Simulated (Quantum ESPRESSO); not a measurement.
# Bi (Im-3m) in Quantum ESPRESSO: a series of runs

One crystal, Bi, is run at these levels: rPW86PBE+rVV10, WC; tasks: band structure.

All numbers are computed with Quantum ESPRESSO 7.5; they aren't measurements. Logs are shortened: lines on timing, memory, paths and dates and some standing lists are left out, and cuts for length are marked.

**1. The structure**

It takes space group Im-3m (No. 229, cubic). The conventional cell has a = 3.963 Å, b = 3.963 Å, c = 3.963 Å, α = 90.00°, β = 90.00°, γ = 90.00°. Around Bi (site symmetry m-3m) lie 8 Bi at 3.43 Å.

This isn't the form of Bi at room conditions, which is rhombohedral.

**2. Band structure, rPW86PBE+rVV10**

Input file pw.in:

```
&CONTROL
  calculation = 'scf'
  prefix = 'pwscf'
  outdir = './tmp'
  pseudo_dir = './pseudo'
  tprnfor = .true.
  tstress = .true.
  disk_io = 'low'
/
&SYSTEM
  ibrav = 0
  A = 3.43193835
  nat = 1
  ntyp = 1
  ecutwfc = 66
  nbnd = 13
  input_dft = 'rvv10'
  occupations = 'smearing'
  smearing = 'fd'
  degauss = 0.00367493
/
&ELECTRONS
  conv_thr = 2d-10
  electron_maxstep = 120
  mixing_beta = 0.5
/
ATOMIC_SPECIES
Bi   208.9804 Bi_ONCV_PBE-1.2.upf
CELL_PARAMETERS alat
  -0.5773502697    0.5773502697    0.5773502697
   0.5773502697   -0.5773502697    0.5773502697
   0.5773502697    0.5773502697   -0.5773502697
ATOMIC_POSITIONS alat
Bi     0.0000000000    0.0000000000    0.0000000000
K_POINTS automatic
9 9 9 0 0 0
```

Input file pp_density.in:

```
&INPUTPP
  prefix = 'pwscf'
  outdir = './tmp'
  filplot = 'density.dat'
  plot_num = 0
/
&PLOT
  nfile = 1
  filepp(1) = 'density.dat'
  iflag = 3
  output_format = 6
  fileout = 'density.cube'
/
```

Input file pp_potential.in:

```
&INPUTPP
  prefix = 'pwscf'
  outdir = './tmp'
  filplot = 'potential.dat'
  plot_num = 11
/
&PLOT
  nfile = 1
  filepp(1) = 'potential.dat'
  iflag = 3
  output_format = 6
  fileout = 'potential.cube'
/
```

Input file pp_elf.in:

```
&INPUTPP
  prefix = 'pwscf'
  outdir = './tmp'
  filplot = 'elf.dat'
  plot_num = 8
/
&PLOT
  nfile = 1
  filepp(1) = 'elf.dat'
  iflag = 3
  output_format = 6
  fileout = 'elf.cube'
/
```

Input file bands.in:

```
&CONTROL
  calculation = 'bands'
  prefix = 'pwscf'
  outdir = './tmp'
  pseudo_dir = './pseudo'
  disk_io = 'low'
  verbosity = 'high'
/
&SYSTEM
  ibrav = 0
  A = 3.43193835
  nat = 1
  ntyp = 1
  ecutwfc = 66
  nbnd = 13
  input_dft = 'rvv10'
  occupations = 'smearing'
  smearing = 'fd'
  degauss = 0.00367493
/
&ELECTRONS
  conv_thr = 1d-08
  electron_maxstep = 120
  mixing_beta = 0.5
  diago_full_acc = .true.
  startingwfc = 'random'
/
ATOMIC_SPECIES
Bi   208.9804 Bi_ONCV_PBE-1.2.upf
CELL_PARAMETERS alat
  -0.5773502697    0.5773502697    0.5773502697
   0.5773502697   -0.5773502697    0.5773502697
   0.5773502697    0.5773502697   -0.5773502697
ATOMIC_POSITIONS alat
Bi     0.0000000000    0.0000000000    0.0000000000
K_POINTS crystal
60
 0.0000000000  0.0000000000  0.0000000000 1
 0.0416666667 -0.0416666667  0.0416666667 1
 0.0833333333 -0.0833333333  0.0833333333 1
 0.1250000000 -0.1250000000  0.1250000000 1
 0.1666666667 -0.1666666667  0.1666666667 1
 0.2083333333 -0.2083333333  0.2083333333 1
 0.2500000000 -0.2500000000  0.2500000000 1
 0.2916666667 -0.2916666667  0.2916666667 1
 0.3333333333 -0.3333333333  0.3333333333 1
 0.3750000000 -0.3750000000  0.3750000000 1
 0.4166666667 -0.4166666667  0.4166666667 1
 0.4583333333 -0.4583333333  0.4583333333 1
 0.5000000000 -0.5000000000  0.5000000000 1
 0.4375000000 -0.4375000000  0.5000000000 1
 0.3750000000 -0.3750000000  0.5000000000 1
 0.3125000000 -0.3125000000  0.5000000000 1
 0.2500000000 -0.2500000000  0.5000000000 1
 0.1875000000 -0.1875000000  0.5000000000 1
 0.1250000000 -0.1250000000  0.5000000000 1
 0.0625000000 -0.0625000000  0.5000000000 1
 0.0000000000  0.0000000000  0.5000000000 1
 0.0000000000  0.0000000000  0.4444444444 1
 0.0000000000  0.0000000000  0.3888888889 1
 0.0000000000  0.0000000000  0.3333333333 1
 0.0000000000  0.0000000000  0.2777777778 1
 0.0000000000  0.0000000000  0.2222222222 1
 0.0000000000  0.0000000000  0.1666666667 1
 0.0000000000  0.0000000000  0.1111111111 1
 0.0000000000  0.0000000000  0.0555555556 1
 0.0000000000  0.0000000000  0.0000000000 1
 0.0227272727  0.0227272727  0.0227272727 1
 0.0454545455  0.0454545455  0.0454545455 1
 0.0681818182  0.0681818182  0.0681818182 1
 0.0909090909  0.0909090909  0.0909090909 1
 0.1136363636  0.1136363636  0.1136363636 1
 0.1363636364  0.1363636364  0.1363636364 1
 0.1590909091  0.1590909091  0.1590909091 1
 0.1818181818  0.1818181818  0.1818181818 1
 0.2045454545  0.2045454545  0.2045454545 1
 0.2272727273  0.2272727273  0.2272727273 1
 0.2500000000  0.2500000000  0.2500000000 1
 0.2708333333  0.1875000000  0.2708333333 1
 0.2916666667  0.1250000000  0.2916666667 1
 0.3125000000  0.0625000000  0.3125000000 1
 0.3333333333  0.0000000000  0.3333333333 1
 0.3541666667 -0.0625000000  0.3541666667 1
 0.3750000000 -0.1250000000  0.3750000000 1
 0.3958333333 -0.1875000000  0.3958333333 1
 0.4166666667 -0.2500000000  0.4166666667 1
 0.4375000000 -0.3125000000  0.4375000000 1
 0.4583333333 -0.3750000000  0.4583333333 1
 0.4791666667 -0.4375000000  0.4791666667 1
 0.5000000000 -0.5000000000  0.5000000000 1
 0.2500000000  0.2500000000  0.2500000000 1
 0.2083333333  0.2083333333  0.2916666667 1
 0.1666666667  0.1666666667  0.3333333333 1
 0.1250000000  0.1250000000  0.3750000000 1
 0.0833333333  0.0833333333  0.4166666667 1
 0.0416666667  0.0416666667  0.4583333333 1
 0.0000000000  0.0000000000  0.5000000000 1
```

Potentials or basis: SG15 PBE 1.2.

Run with:

```sh
OMP_NUM_THREADS=1 pw.x -in pw.in > pw.out
OMP_NUM_THREADS=1 pp.x -in pp_density.in > pp_density.out
OMP_NUM_THREADS=1 pp.x -in pp_potential.in > pp_potential.out
OMP_NUM_THREADS=1 pp.x -in pp_elf.in > pp_elf.out
OMP_NUM_THREADS=1 pw.x -in bands.in > bands.out
```

pw.out:

```text
This program is part of the open-source Quantum ESPRESSO suite
     for quantum simulation of materials; please cite
         "P. Giannozzi et al., J. Phys.:Condens. Matter 21 395502 (2009);
         "P. Giannozzi et al., J. Phys.:Condens. Matter 29 465901 (2017);
         "P. Giannozzi et al., J. Chem. Phys. 152 154105 (2020);
     in publications or presentations arising from this work. More details at

     IMPORTANT: XC functional enforced from input :
     Exchange-correlation= RVV10
                           (   1   4  13   4  26   0   0)
     Any further DFT definition will be discarded
     Please, verify this is what you really want

     Message from routine setup:
     using ibrav=0 with symmetry is DISCOURAGED, use correct ibrav instead

     G-vector sticks info
     --------------------
     sticks:   dense  smooth     PW     G-vecs:    dense   smooth      PW
     Sum         841     841    261                15299    15299    2587

     Using Slab Decomposition

     bravais-lattice index     =            0
     lattice parameter (alat)  =       6.4854  a.u.
     unit-cell volume          =     209.9874 (a.u.)^3
     number of atoms/cell      =            1
     number of atomic types    =            1
     number of electrons       =        15.00
     number of Kohn-Sham states=           13
     kinetic-energy cutoff     =      66.0000  Ry
     charge density cutoff     =     264.0000  Ry
     scf convergence threshold =      2.0E-10
     mixing beta               =       0.5000
     number of iterations used =            8  plain     mixing
     Exchange-correlation= RVV10
                           (   1   4  13   4  26   0   0)

     celldm(1)=   6.485424  celldm(2)=   0.000000  celldm(3)=   0.000000
     celldm(4)=   0.000000  celldm(5)=   0.000000  celldm(6)=   0.000000

     crystal axes: (cart. coord. in units of alat)
               a(1) = (  -0.577350   0.577350   0.577350 )
               a(2) = (   0.577350  -0.577350   0.577350 )
               a(3) = (   0.577350   0.577350  -0.577350 )

     reciprocal axes: (cart. coord. in units 2 pi/alat)
               b(1) = ( -0.000000  0.866025  0.866025 )
               b(2) = (  0.866025 -0.000000  0.866025 )
               b(3) = (  0.866025  0.866025  0.000000 )

     PseudoPot. # 1 for Bi read from file:
     Bi_ONCV_PBE-1.2.upf
     Pseudo is Norm-conserving, Zval = 15.0
     Generated using ONCVPSP code by D. R. Hamann
     Using radial grid of  602 points,  8 beta functions with:
                l(1) =   0
                l(2) =   0
                l(3) =   1
                l(4) =   1
                l(5) =   2
                l(6) =   2
                l(7) =   3
                l(8) =   3

     atomic species   valence    mass     pseudopotential
     Bi               15.00   208.98040     Bi( 1.00)

     48 Sym. Ops., with inversion, found

   Cartesian axes

     site n.     atom                  positions (alat units)
         1        Bi     tau(   1) = (   0.0000000   0.0000000   0.0000000  )

     number of k points=    35  Fermi-Dirac smearing, width (Ry)=  0.0037
                       cart. coord. in units 2pi/alat
        k(    1) = (   0.0000000   0.0000000   0.0000000), wk =   0.0027435
        k(    2) = (   0.0962250   0.0962250   0.0000000), wk =   0.0329218
        k(    3) = (   0.1924501   0.1924501   0.0000000), wk =   0.0329218
        k(    4) = (   0.2886751   0.2886751   0.0000000), wk =   0.0329218
        k(    5) = (   0.3849002   0.3849002   0.0000000), wk =   0.0329218
        k(    6) = (   0.1924501   0.0962250   0.0962250), wk =   0.0658436
[... 27 lines left out ...]
        k(   34) = (  -0.7698004  -0.0962250  -0.0962250), wk =   0.0219479
        k(   35) = (   0.0000000   0.0000000   0.7698004), wk =   0.0164609

     Dense  grid:    15299 G-vectors     FFT dimensions: (  36,  36,  36)

     Initial potential from superposition of free atoms

     starting charge      14.9238, renormalised to      15.0000

Carrying out rVV10 run using the following parameters:
Nqs =      20    Nr_points =    1024   r_max =   100.000
b_value =  6.30000    beta =  0.00901
     q_mesh =  0.00010000  0.00030000  0.00058939  0.00100810
               0.00161396  0.00249058  0.00375900  0.00559430
               0.00824984  0.01209221  0.01765183  0.02569619
               0.03733578  0.05417739  0.07854596  0.11380545
               0.16482331  0.23864234  0.34545298  0.50000000

Gradients computed in Reciprocal space

     Starting wfcs are random

     Self-consistent Calculation

     iteration #  1     ecut=    66.00 Ry     beta= 0.50
     Davidson diagonalization with overlap
     ethr =  1.00E-02,  avg # of iterations =  7.5

     Threshold (ethr) on eigenvalues was too large:
     Diagonalizing with lowered threshold

     Davidson diagonalization with overlap
     ethr =  4.11E-05,  avg # of iterations =  5.2

     total energy              =    -136.03770829 Ry
     estimated scf accuracy    <       0.00392985 Ry

     iteration #  2     ecut=    66.00 Ry     beta= 0.50
     Davidson diagonalization with overlap
     ethr =  2.62E-05,  avg # of iterations =  2.0
[... 36 lines left out ...]
     total energy              =    -136.03826093 Ry
     estimated scf accuracy    <          9.7E-10 Ry

     iteration #  8     ecut=    66.00 Ry     beta= 0.50
     Davidson diagonalization with overlap
     ethr =  6.47E-12,  avg # of iterations =  2.0

     End of self-consistent calculation

          k = 0.0000 0.0000 0.0000 (  1865 PWs)   bands (ev):

   -10.5806 -10.5806 -10.5806 -10.4515 -10.4515  -0.9841  17.5574  17.5574
    17.5574  21.8426  23.1405  23.1405  23.1405

          k = 0.0962 0.0962 0.0000 (  1909 PWs)   bands (ev):

   -10.5852 -10.5728 -10.5567 -10.4568 -10.4524  -0.7609  15.6096  16.9344
    17.3658  21.4754  22.2139  22.8827  23.3525
[... 58 lines left out ...]
   -10.5904 -10.5567 -10.4651 -10.4590 -10.4239   1.2264   9.7167  13.0568
    14.1555  22.2462  23.0530  24.7705  25.4243

          k = 0.3849 0.3849 0.1925 (  1893 PWs)   bands (ev):

   -10.5961 -10.5398 -10.4602 -10.4587 -10.4087   2.0761   8.2987  12.1357
    13.7550  21.9050  23.1342  25.5136  26.4783

          k =-0.0000-0.0000 0.1925 (  1913 PWs)   bands (ev):

   -10.5636 -10.5636 -10.5583 -10.4671 -10.4511  -0.5395  15.0382  16.2870
    16.2870  20.8717  22.6197  22.6197  23.8361

          k = 0.3849 0.2887 0.2887 (  1906 PWs)   bands (ev):

   -10.5784 -10.5368 -10.4617 -10.4616 -10.4266   2.0285   8.9920  11.3614
    13.0680  23.4942  24.5708  26.2814  26.4266

          k = 0.4811 0.3849 0.2887 (  1897 PWs)   bands (ev):

   -10.5761 -10.5125 -10.4654 -10.4574 -10.4419   2.4177   8.8204  10.4738
    12.7966  23.6557  25.4509  26.3321  26.4176

          k = 0.0000-0.0962 0.2887 (  1913 PWs)   bands (ev):

   -10.5721 -10.5447 -10.4988 -10.4812 -10.4562   0.1067  12.5575  15.0945
    15.6644  20.0758  22.0250  22.1835  25.9347

          k =-0.0000-0.1925 0.3849 (  1898 PWs)   bands (ev):

   -10.5843 -10.5392 -10.4805 -10.4637 -10.4275   1.0849   9.9016  14.0853
    15.2148  20.0189  21.5585  21.7514  26.3057

          k = 0.0962-0.0962 0.3849 (  1903 PWs)   bands (ev):

   -10.5635 -10.5286 -10.4896 -10.4704 -10.4493   0.9136  10.9149  13.2843
    15.3293  19.6076  21.1960  24.2020  25.3959

          k = 0.0000-0.2887 0.4811 (  1905 PWs)   bands (ev):

   -10.5923 -10.5462 -10.4746 -10.4641 -10.3802   2.0306   8.0544  13.5313
    14.9276  19.9571  21.2237  22.5235  24.4883

          k = 0.0962-0.1925 0.4811 (  1903 PWs)   bands (ev):

   -10.5674 -10.5310 -10.4855 -10.4686 -10.4034   1.9005   9.1033  12.0764
    15.2096  19.9039  20.8779  23.9526  24.2665

          k =-0.7698-0.2887-0.2887 (  1895 PWs)   bands (ev):

   -10.5699 -10.5345 -10.4917 -10.4573 -10.3844   2.4439   8.2149  11.7081
    15.1408  20.0261  21.4866  22.5442  24.0069

          k =-0.6736-0.1925-0.2887 (  1898 PWs)   bands (ev):

   -10.5608 -10.5230 -10.5043 -10.4388 -10.4033   2.5873   8.9465  10.1983
    15.5030  20.4247  20.4970  21.9718  27.4417

          k = 0.3849 0.3849 0.3849 (  1908 PWs)   bands (ev):

   -10.5331 -10.5331 -10.4697 -10.4586 -10.4586   2.4688   9.3453  10.9103
    10.9103  26.7415  26.7415  26.9585  28.3139

          k = 0.0000 0.0000 0.3849 (  1918 PWs)   bands (ev):

   -10.5146 -10.5146 -10.5071 -10.5019 -10.4701   0.7321  12.1806  13.9157
    13.9157  18.5735  23.9386  23.9386  25.1752

          k =-0.0000-0.0962 0.4811 (  1904 PWs)   bands (ev):

   -10.5313 -10.5191 -10.4953 -10.4771 -10.4344   1.6660  10.3591  12.9270
    13.4411  18.2918  23.3980  23.7505  23.8843

          k = 0.0000-0.1925 0.5774 (  1895 PWs)   bands (ev):

   -10.5442 -10.5256 -10.5110 -10.4567 -10.3861   2.5444   8.7447  12.3864
    13.3377  19.0576  21.4236  23.3078  23.4006

          k = 0.0962-0.0962 0.5774 (  1885 PWs)   bands (ev):

   -10.5453 -10.5211 -10.5027 -10.4450 -10.4037   2.5530   9.5829  11.3103
    13.5569  18.0978  21.1411  23.1365  26.7294

          k =-0.7698-0.1925-0.1925 (  1883 PWs)   bands (ev):

   -10.5480 -10.5341 -10.5037 -10.4263 -10.3902   3.0154   9.1321  10.6626
    13.7163  18.6851  19.6525  22.9250  26.6047

          k =-0.0000-0.0000 0.5774 (  1886 PWs)   bands (ev):

   -10.5536 -10.5254 -10.4480 -10.4480 -10.4380   2.5150  10.6023  11.9496
    11.9496  17.0516  20.9189  26.3247  26.4659

          k = 0.0000-0.0962 0.6736 (  1906 PWs)   bands (ev):

   -10.5665 -10.5522 -10.4484 -10.4237 -10.3927   3.2784   9.7438  11.4142
    11.8576  17.1319  18.7944  25.9683  26.3586

          k =-0.7698-0.0962-0.0962 (  1905 PWs)   bands (ev):

   -10.5703 -10.5703 -10.4378 -10.3957 -10.3957   3.6275  10.2511  10.2511
    12.0416  17.3331  17.3331  25.9019  28.3737

          k = 0.0000 0.0000 0.7698 (  1910 PWs)   bands (ev):

   -10.5844 -10.5800 -10.3979 -10.3979 -10.3964   3.9090  10.5787  10.8806
    10.8806  16.3029  16.9044  27.6145  29.4004

     the Fermi energy is    12.5591 ev

!    total energy              =    -136.03826093 Ry
     estimated scf accuracy    <          1.1E-10 Ry
     smearing contrib. (-TS)   =      -0.00029567 Ry
     internal energy E=F+TS    =    -136.03796526 Ry

     The total energy is F=E-TS. E is the sum of the following terms:
     one-electron contribution =     -36.97286060 Ry
     hartree contribution      =      26.14726348 Ry
     xc contribution           =     -15.87094549 Ry
     ewald contribution        =    -109.34142265 Ry

     convergence has been achieved in   8 iterations

     Forces acting on atoms (cartesian axes, Ry/au):

     atom    1 type  1   force =     0.00000000    0.00000000    0.00000000

     Total force =     0.000000     Total SCF correction =     0.000000

     Computing stress (Cartesian axis) and pressure

          total   stress  (Ry/bohr**3)                   (kbar)     P=       24.47
   0.00016635  -0.00000000  -0.00000000           24.47       -0.00       -0.00
  -0.00000000   0.00016635   0.00000000           -0.00       24.47        0.00
  -0.00000000   0.00000000   0.00016635           -0.00        0.00       24.47

=------------------------------------------------------------------------------=
   JOB DONE.
=------------------------------------------------------------------------------=
```

Wall time 52 s (1 thread of Arm Neoverse V1, shared host); peak memory 0.09 GiB.

Results:

| Property | Result |
| --- | --- |
| Free energy | -1850.8948 eV |
| Pressure | 2.4 GPa |
| Band gap on the k mesh | none (metal or under the smearing width) |

Levels at the corners of the path, in eV from the Fermi level:
```csv
point,band 4,band 5,band 6,band 7,band 8,band 9,band 10,band 11
Γ,-23.01,-23.01,-13.54,5.00,5.00,5.00,9.28,10.58
H,-22.95,-22.95,-8.45,-1.82,-1.82,-1.82,3.65,3.65
N,-23.02,-22.93,-10.53,-5.04,1.51,3.40,6.08,7.66
Γ,-23.01,-23.01,-13.54,5.00,5.00,5.00,9.28,10.58
P,-23.02,-23.02,-10.01,-2.31,-2.31,-2.31,14.99,14.99
H,-22.95,-22.95,-8.45,-1.82,-1.82,-1.82,3.65,3.65
P,-23.02,-23.02,-10.01,-2.31,-2.31,-2.31,14.99,14.99
N,-23.02,-22.93,-10.53,-5.04,1.51,3.40,6.08,7.66
```

Caveat: the potentials were made for another functional, which shifts forces and pressure; spin-orbit coupling is left out, which moves the levels of the heavy elements; pairwise dispersion overbinds metals, which lowers pressure and volume.

**3. Band structure, WC**

Changes to pw.in since step 2:

```diff
@@ -16,3 +16,3 @@
   nbnd = 13
-  input_dft = 'rvv10'
+  input_dft = 'wc'
   occupations = 'smearing'
```

Changes to bands.in since step 2:

```diff
@@ -15,3 +15,3 @@
   nbnd = 13
-  input_dft = 'rvv10'
+  input_dft = 'wc'
   occupations = 'smearing'
```

Potentials or basis: SG15 PBE 1.2.

Run with:

```sh
OMP_NUM_THREADS=1 pw.x -in pw.in > pw.out
OMP_NUM_THREADS=1 pw.x -in bands.in > bands.out
```

Wall time 35 s (1 thread of Arm Neoverse V1, shared host); peak memory 0.09 GiB.

The run converged. Its results:

```yaml
Free_energy: -1847.6848 eV
Pressure: -1.7 GPa
Band_gap_on_the_k_mesh: none (metal or under the smearing width)
```

Levels at the corners of the path, in eV from the Fermi level:
```
point  band 4  band 5  band 6  band 7  band 8  band 9  band 10  band 11
    Γ  -22.75  -22.75  -13.53    5.08    5.08    5.08     9.17    10.45
    H  -22.69  -22.69   -8.34   -1.84   -1.84   -1.84     3.51     3.51
    N  -22.76  -22.67  -10.46   -5.10    1.54    3.42     5.97     7.55
    Γ  -22.75  -22.75  -13.53    5.08    5.08    5.08     9.17    10.45
    P  -22.76  -22.76   -9.93   -2.36   -2.36   -2.36    14.95    14.95
    H  -22.69  -22.69   -8.34   -1.84   -1.84   -1.84     3.51     3.51
    P  -22.76  -22.76   -9.93   -2.36   -2.36   -2.36    14.95    14.95
    N  -22.76  -22.67  -10.46   -5.10    1.54    3.42     5.97     7.55
```

Caveat: the potentials were made for another functional, which shifts forces and pressure; spin-orbit coupling is left out, which moves the levels of the heavy elements.
